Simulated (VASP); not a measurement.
HfS2:

```xyz
3
Lattice="3.6397 0.0000 0.0000 -1.8198 3.1520 0.0000 0.0000 0.0000 6.0556" Properties=species:S:1:pos:R:3 pbc="T T T"
Hf    0.0000    0.0000    0.0000
S     1.8198    1.0507    4.6262
S     0.0000    2.1014    1.4294
```

The cell is a database's computed one.

* Program: VASP 6.6.1
* Task: relaxation of cell and atoms
* Functional: PBE
* Dispersion: D3(BJ)
* Potentials or basis: VASP PAW PBE potentials, release 64 (Hf_pv, S)
* Cutoff: 520 eV
* k mesh: 3 × 3 × 2
* Occupations: gaussian, width 0.02 eV
* Spin: no spin polarisation

At the start: pressure -0.3 GPa; volume 23.16 Å³/atom.

Q: Where does the relaxation end?

A: Over 14 steps the energy falls by 5.9 meV/atom and the volume is 22.06 Å³/atom (-4.7 %); space group P-3m1 (No. 164, to 0.05 Å).

The path:
| step | energy change (eV) | largest force (eV/Å) | pressure (GPa) | volume (Å³) |
| --- | --- | --- | --- | --- |
| 1 | 0.0000 | 0.0300 | -0.29 | 69.47 |
| 2 | -0.0036 | 0.1264 | 0.07 | 69.05 |
| 3 | -0.0049 | 0.2330 | 0.49 | 68.58 |
| 4 | -0.0068 | 0.2002 | 0.17 | 68.58 |
| 5 | -0.0085 | 0.1261 | -0.54 | 68.60 |
| 6 | -0.0106 | 0.1133 | -0.48 | 68.28 |
| 7 | -0.0153 | 0.0742 | -0.29 | 67.31 |
| 8 | -0.0164 | 0.0115 | 0.23 | 65.39 |
| 9 | -0.0174 | 0.0296 | 0.00 | 66.20 |
| 10 | -0.0174 | 0.0262 | 0.02 | 66.13 |
| 11 | -0.0177 | 0.0014 | -0.07 | 66.21 |
| 12 | -0.0177 | 0.0108 | -0.11 | 66.24 |
| 13 | -0.0177 | 0.0126 | 0.14 | 66.12 |
| 14 | -0.0177 | 0.0001 | 0.01 | 66.18 |

Final structure:
```yaml
crystal:
  lattice:
    - [3.64490, 0.00000, 0.00000]
    - [-1.82245, 3.15658, 0.00000]
    - [0.00000, 0.00000, 5.75239]
  atoms:
    - { symbol: Hf, position: [0.00000, 0.00000, 0.00000] }
    - { symbol: S, position: [0.66667, 0.33333, 0.75273] }
    - { symbol: S, position: [0.33333, 0.66667, 0.24727] }
```

Caveat: the k mesh is coarse (spacing up to 0.66 Å⁻¹), so the values aren't converged.
